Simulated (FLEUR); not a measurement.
CdS (Greenockite):

```
Cd S
1.0
     4.15000    0.00000    0.00000
    -2.07500    3.59401    0.00000
     0.00000    0.00000    6.73700
Cd S
2 2
Direct
  0.66667 0.33333 0.50000
  0.33333 0.66667 0.00000
  0.66667 0.33333 0.87500
  0.33333 0.66667 0.37500
```

Base run:

* Program: FLEUR MaX-R8.1 (later development tree)
* Functional: PBEsol
* Potentials or basis: all-electron
* Basis: FLAPW
* Kmax: 5.16 1/bohr
* k mesh: 7 × 7 × 4
* Occupations: fermi-dirac, width 0.05 eV
* Spin: no spin polarisation

Its results: band gap on the k mesh 1.06 eV, direct.

Q: The run is repeated on the same cell with these changes: functional from PBEsol to BH. What comes out?

A: Band gap on the k mesh 0.92 eV, direct.

Not every run made on this cell is shown here.
